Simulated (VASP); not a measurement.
# A vacancy on the Ni site in a supercell of NiGe, part 2 of 4

Aim: the formation energy and local structure of a vacancy on the Ni site in NiGe. The start is a cell from a database of measured crystal structures.

VASP 6.6.1, plane waves and PAW; the level of theory is named at each step.

So far. Step 2 (The host at zero pressure): The run ended after 11 ionic steps, 0.016 eV below its first step, once forces and stress met EDIFFG = -0.02.

**3. The supercell without the defect**

Level of this step: r2SCAN, spin-polarised from a ferromagnetic start; plane waves and PAW (Ge, Ni) (VASP).

System of this step: NiGe. The structure is orthorhombic, space group Pnma (No. 62). Conventional cell: a = 5.387 Å, b = 3.379 Å, c = 5.824 Å, α = 90.00°, β = 90.00°, γ = 90.00°. Nearest to Ge lie 6 Ni at 2.32 to 2.50 Å. Nearest to Ni lie 6 Ge at 2.32 to 2.50 Å. Farther neighbours are not listed.

The same cell, mesh and cutoff without the defect give the energy to subtract and, in a gapped host, the band edges to count from, so that most errors cancel.

The input, INCAR:

```
SYSTEM = NiGe
PREC = Normal
ENCUT = 300
EDIFF = 1E-05
NELM = 120
ISMEAR = 1
SIGMA = 0.2
LREAL = Auto
ALGO = Normal
METAGGA = R2SCAN
LASPH = .TRUE.
NBANDS = 136
ISPIN = 2
MAGMOM = 0 0 0 0 0 0 0 0 0 0 0 0 0 0 0 0 1 1 1 1 1 1 1 1 1 1 1 1 1 1 1 1
LMAXMIX = 4
LORBIT = 11
LWAVE = .FALSE.
LCHARG = .FALSE.
KPAR = 4
```

The input, POSCAR:

```
NiGe
1.0
   -5.3873142646      3.3790111528      5.8243788237
    5.3873142646     -3.3790111528      5.8243788237
    5.3873142646      3.3790111528     -5.8243788237
Ge Ni
16 16
Direct
    0.8332732723      0.6130089147      0.5297356423
    0.3332732723      0.1130089147      0.5297356423
    0.3332732723      0.6130089147      0.0297356423
    0.8332732723      0.1130089146      0.0297356423
    0.1667267277      0.3869910854      0.4702643576
    0.6667267277      0.8869910854      0.4702643576
    0.6667267277      0.3869910854      0.9702643576
    0.1667267277      0.8869910854      0.9702643577
    0.3332732723      0.3035376300      0.2202643576
    0.8332732723      0.8035376300      0.2202643576
    0.8332732723      0.3035376300      0.7202643576
    0.3332732723      0.8035376300      0.7202643576
    0.6667267277      0.6964623700      0.7797356423
    0.1667267277      0.1964623701      0.7797356423
    0.1667267277      0.6964623700      0.2797356424
    0.6667267277      0.1964623701      0.2797356424
    0.5294335742      0.4026463575      0.6232127832
    0.0294335742      0.9026463574      0.6232127832
    0.0294335742      0.4026463575      0.1232127833
    0.5294335742      0.9026463574      0.1232127833
    0.4705664258      0.5973536425      0.3767872167
    0.9705664258      0.0973536426      0.3767872167
    0.9705664258      0.5973536426      0.8767872168
    0.4705664258      0.0973536426      0.8767872168
    0.5294335742      0.4062207910      0.1267872167
    0.0294335742      0.9062207910      0.1267872167
    0.0294335742      0.4062207909      0.6267872167
    0.5294335742      0.9062207910      0.6267872167
    0.4705664258      0.5937792090      0.8732127832
    0.9705664258      0.0937792091      0.8732127832
    0.9705664258      0.5937792090      0.3732127833
    0.4705664258      0.0937792091      0.3732127833
```

The input, KPOINTS:

```
Automatic mesh
0
Gamma
4 4 4
0 0 0
```

Potentials, in the order of the species: Ge and Ni (PBE family, release 64).

Launch:

```console
$ mpirun -np 4 vasp_std
```

Output:

```text
[banner, memory and clock lines left out]
running    4 mpi-ranks, on    1 nodes
 distrk:  each k-point on    1 cores,    4 groups
 distr:  one band on    1 cores,    1 groups

 POSCAR found type information on POSCAR GeNi
 POSCAR found :  2 types and      32 ions
 [... a notice as in an earlier step ...]

 LDA part: xc-table for (None), standard interpolation
 POSCAR, INCAR and KPOINTS ok, starting setup
 FFT: planning ... GRIDC
 FFT: planning ... GRID_SOFT
 FFT: planning ... GRID
 WAVECAR not read
 entering main loop
       N       E                     dE             d eps       ncg     rms          rms(c)
DAV:   1     0.114218607442E+04    0.11422E+04   -0.67872E+04  9792   0.128E+03
DAV:   2    -0.291646623495E+03   -0.14338E+04   -0.13780E+04  9792   0.348E+02
DAV:   3    -0.452829121113E+03   -0.16118E+03   -0.15000E+03 10432   0.134E+02
DAV:   4    -0.461571532496E+03   -0.87424E+01   -0.85194E+01 11480   0.298E+01
DAV:   5    -0.461868118535E+03   -0.29659E+00   -0.29533E+00 11992   0.497E+00    0.466E+01
DAV:   6    -0.469228777518E+03   -0.73607E+01   -0.52475E+02 11536   0.155E+02    0.643E+01
DAV:   7    -0.419545567028E+03    0.49683E+02   -0.12774E+02 11432   0.900E+01    0.130E+01
DAV:   8    -0.421762880720E+03   -0.22173E+01   -0.34714E+01 13400   0.248E+01    0.921E+00
DAV:   9    -0.421478223376E+03    0.28466E+00   -0.30985E+00 11512   0.108E+01    0.311E+00
DAV:  10    -0.421549136079E+03   -0.70913E-01   -0.34867E-01 12984   0.315E+00    0.137E+00
DAV:  11    -0.421571646534E+03   -0.22510E-01   -0.97270E-02 14008   0.210E+00    0.504E-01
DAV:  12    -0.421577792084E+03   -0.61456E-02   -0.22122E-02 10936   0.903E-01    0.213E-01
DAV:  13    -0.421578995095E+03   -0.12030E-02   -0.32720E-03 10600   0.226E-01    0.113E-01
DAV:  14    -0.421579073318E+03   -0.78223E-04   -0.34895E-04 12408   0.747E-02    0.525E-02
DAV:  15    -0.421579054815E+03    0.18503E-04   -0.82173E-05  9792   0.323E-02    0.161E-02
DAV:  16    -0.421579048049E+03    0.67655E-05   -0.14401E-05  6568   0.169E-02
   1 F= -.42157905E+03 E0= -.42158617E+03  d E =0.213695E-01  mag=     0.0039
```

Wall time 8 min (4 MPI ranks of Intel Xeon 6975P-C (Granite Rapids), shared host); peak memory 2.9 GiB; 26 min of CPU time.

OUTCAR, selected parts (step 3):

```text
  LATTYP: Found a body centered orthorhombic cell.
 ALAT       =     6.7580223056
 B/A-ratio  =     1.5943463993
 C/A-ratio  =     1.7236932819

 Found     18 irreducible k-points:

   k-points           NKPTS =     18   k-points in BZ     NKDIM =     18   number of bands    NBANDS=    136

   dimension x,y,z NGX =    40 NGY =   40 NGZ =   40
   dimension x,y,z NGXF=    80 NGYF=   80 NGZF=   80

   ENCUT  =  300.0 eV  22.05 Ry    4.70 a.u.  12.18 12.18 12.18*2*pi/ulx,y,z

   NELECT =     224.0000    total number of electrons

 E-fermi :   7.9303

 spin component 1
 k-point     1 :       0.0000    0.0000    0.0000
  band No.  band energies     occupation
    ...
    106       6.6748      1.00000
    107       6.7962      1.00000
    108       6.7963      1.00000
    109       6.8694      1.00000
    110       7.3002      1.00004
    111       8.1924     -0.03446
    112       8.1924     -0.03446
    113       8.2430     -0.02476
    114       8.2430     -0.02476
    115       8.2431     -0.02473
    ...

 k-point     2 :       0.2500    0.0000    0.0000
  band No.  band energies     occupation
    ...
    107       6.7521      1.00000
    108       6.7522      1.00000
    109       6.7803      1.00000
    110       6.9579      1.00000
    111       7.7230      1.02853
    112       8.2485     -0.02348
    113       8.2486     -0.02346
    114       8.5209     -0.00012
    115       8.7225     -0.00000
    116       8.7226     -0.00000
    ...

 k-point     3 :       0.5000    0.0000    0.0000
  band No.  band energies     occupation
    ...
    110       7.4504      1.00179
    111       7.4506      1.00180
    112       7.4506      1.00180
    113       7.8040      0.93376
    114       7.8040      0.93376
    115       8.4961     -0.00024
    116       8.4961     -0.00024
    117       8.4962     -0.00024
    118       8.4962     -0.00024
    119       9.4119     -0.00000
    ...

 k-point     4 :       0.0000    0.2500   -0.0000
  band No.  band energies     occupation
    ...
    107       6.5121      1.00000
    108       6.6431      1.00000
    109       6.9465      1.00000
    110       7.7226      1.02870
    111       7.8841      0.69016
    112       8.1629     -0.03482
    113       8.1630     -0.03482
    114       8.1938     -0.03430
    115       8.1938     -0.03429
    116       8.5275     -0.00010
    ...

  Total       -0.6681536      4.2481891     -0.6325615      0.0000000      0.0000000      0.0000000
  in kB       -2.5241512     16.0488115     -2.3896914      0.0000000      0.0000000      0.0000000
  external PRESSURE =       3.7116563 kB  Pullay stress =       0.0000000 kB

  energy-cutoff  :      300.00
  volume of cell :      424.10
      direct lattice vectors                 reciprocal lattice vectors
    -5.387314265  3.379011153  5.824378824     0.000000000  0.147972285  0.085846064
     5.387314265 -3.379011153  5.824378824     0.092810624  0.000000000  0.085846064
     5.387314265  3.379011153 -5.824378824     0.092810624  0.147972285  0.000000000

 POSITION                                       TOTAL-FORCE (eV/Angst)
 -----------------------------------------------------------------------------------
      1.66722      2.53426      5.33831        -0.028392      0.000000      0.012524
      1.66722      2.53426     -0.48606        -0.028392      0.000000      0.012524
      1.66722     -0.84475      5.33831        -0.028392      0.000000      0.012524
     -3.72010      2.53426      5.33831        -0.028392      0.000000      0.012524
      3.72010      0.84475      0.48606         0.028392     -0.000000     -0.012524
      3.72010      0.84475      6.31044         0.028392     -0.000000     -0.012524
      3.72010      4.22376      0.48606         0.028392     -0.000000     -0.012524
      9.10741      0.84475      0.48606         0.028392     -0.000000     -0.012524
      1.02644      0.84475      2.42612         0.028392      0.000000      0.012524
      1.02644      0.84475      8.25050         0.028392      0.000000      0.012524
      1.02644      4.22376      2.42612         0.028392      0.000000      0.012524
      6.41375      0.84475      2.42612         0.028392      0.000000      0.012524
      4.36088      2.53426      3.39825        -0.028392     -0.000000     -0.012524
      4.36088      2.53426     -2.42612        -0.028392     -0.000000     -0.012524
      4.36088     -0.84475      3.39825        -0.028392     -0.000000     -0.012524
     -1.02644      2.53426      3.39825        -0.028392     -0.000000     -0.012524
      2.67440      2.53426      1.79896        -0.045479     -0.000000      0.000356
      8.06171     -0.84475      1.79896        -0.045479     -0.000000      0.000356
      2.67440     -0.84475      1.79896        -0.045479     -0.000000      0.000356
      2.67440     -0.84475      7.62334        -0.045479      0.000000      0.000356
      2.71291      0.84475      4.02542         0.045479      0.000000     -0.000356
     -2.67440      4.22376      4.02542         0.045479      0.000000     -0.000356
      2.71291      4.22376      4.02542         0.045479      0.000000     -0.000356
      2.71291      4.22376     -1.79896         0.045479      0.000000     -0.000356
      0.01926      0.84475      4.71115         0.045479      0.000000      0.000356
      5.40657     -2.53426      4.71115         0.045479      0.000000      0.000356
      5.40657      0.84475     -1.11323         0.045479      0.000000      0.000356
      5.40657      0.84475      4.71115         0.045479      0.000000      0.000356
      5.36806      2.53426      1.11323        -0.045479     -0.000000     -0.000356
     -0.01926      5.91327      1.11323        -0.045479     -0.000000     -0.000356
     -0.01926      2.53426      6.93761        -0.045479     -0.000000     -0.000356
     -0.01926      2.53426      1.11323        -0.045479     -0.000000     -0.000356
 -----------------------------------------------------------------------------------
    total drift:                               -0.000000      0.000000     -0.000000

  FREE ENERGIE OF THE ION-ELECTRON SYSTEM (eV)
  ---------------------------------------------------
  free  energy   TOTEN  =      -421.5790480494 eV

  energy  without entropy=     -421.6004175438  energy(sigma->0) =     -421.58617121

 total charge
# of ion       s       p       d       tot
------------------------------------------
    1        1.143   1.233   0.123   2.499
    2        1.143   1.233   0.123   2.499
    3        1.143   1.233   0.123   2.499
    4        1.143   1.233   0.123   2.499
    5        1.143   1.233   0.123   2.499
    6        1.143   1.233   0.123   2.499
    7        1.143   1.233   0.123   2.499
    8        1.143   1.233   0.123   2.499
    9        1.143   1.233   0.123   2.499
   10        1.143   1.233   0.123   2.499
   11        1.143   1.233   0.123   2.499
   12        1.143   1.233   0.123   2.499
   13        1.143   1.233   0.123   2.499
   14        1.143   1.233   0.123   2.499
   15        1.143   1.233   0.123   2.499
   16        1.143   1.233   0.123   2.499
   17        0.471   0.563   8.446   9.480
   18        0.471   0.563   8.446   9.480
   19        0.471   0.563   8.446   9.480
   20        0.471   0.563   8.446   9.480
   21        0.471   0.563   8.446   9.480
   22        0.471   0.563   8.446   9.480
   23        0.471   0.563   8.446   9.480
   24        0.471   0.563   8.446   9.480
   25        0.471   0.563   8.446   9.480
   26        0.471   0.563   8.446   9.480
   27        0.471   0.563   8.446   9.480
   28        0.471   0.563   8.446   9.480
   29        0.471   0.563   8.446   9.480
   30        0.471   0.563   8.446   9.480
   31        0.471   0.563   8.446   9.480
   32        0.471   0.563   8.446   9.480
--------------------------------------------------
tot         25.828  28.737 137.099 191.664

 magnetization (x)
# of ion       s       p       d       tot
------------------------------------------
    1       -0.000   0.000   0.000   0.000
    2       -0.000   0.000   0.000   0.000
    3       -0.000   0.000   0.000   0.000
    4       -0.000   0.000   0.000   0.000
    5       -0.000   0.000   0.000   0.000
    6       -0.000   0.000   0.000   0.000
    7       -0.000   0.000   0.000   0.000
    8       -0.000   0.000   0.000   0.000
    9       -0.000   0.000   0.000   0.000
   10       -0.000   0.000   0.000   0.000
   11       -0.000   0.000   0.000   0.000
   12       -0.000   0.000   0.000   0.000
   13       -0.000   0.000   0.000   0.000
   14       -0.000   0.000   0.000   0.000
   15       -0.000   0.000   0.000   0.000
   16       -0.000   0.000   0.000   0.000
   17        0.000   0.000  -0.000  -0.000
   18        0.000   0.000  -0.000  -0.000
   19        0.000   0.000  -0.000  -0.000
   20        0.000   0.000  -0.000  -0.000
   21        0.000   0.000  -0.000  -0.000
   22        0.000   0.000  -0.000  -0.000
   23        0.000   0.000  -0.000  -0.000
   24        0.000   0.000  -0.000  -0.000
   25        0.000   0.000  -0.000  -0.000
   26        0.000   0.000  -0.000  -0.000
   27        0.000   0.000  -0.000  -0.000
   28        0.000   0.000  -0.000  -0.000
   29        0.000   0.000  -0.000  -0.000
   30        0.000   0.000  -0.000  -0.000
   31        0.000   0.000  -0.000  -0.000
   32        0.000   0.000  -0.000  -0.000
--------------------------------------------------
tot         -0.000   0.001  -0.001  -0.000

[... 2 parts as in an earlier step ...]

[... 11 further parts left out ...]
```

Numbers from this step:

* electronic cycles: 16
* electrons: 224
* free energy (TOTEN): -421.5790 eV
* energy at zero smearing: -421.5862 eV
* Fermi energy: 7.930 eV
* moment of the cell, from the last line of the log: 0 μB

The spin moment in the PAW sphere vanishes on all atoms.

The host is treated as a metal, as its relaxation found a gap under 0.3 eV or none, and only the neutral defect is run.

[end of part 2 of 4]

[Lines on the potential files, build, host, timing and source positions are cut from VASP's logs without a mark.]

[Logs are printed without paths, hosts, clocks, repeated set-up lines and the standing remarks that a program may print on its own settings, such as how far it seeks lower states.]

[Hosts, paths, dates, database ids (printed as entryN), source tags and the programs' standing remarks are cut or masked in the printed files.]

[In band tables of VASP the shares of atoms and orbitals are scaled to a sum of 1 inside the atoms' spheres.]

[Runs that stopped without an error message from VASP are left out.]
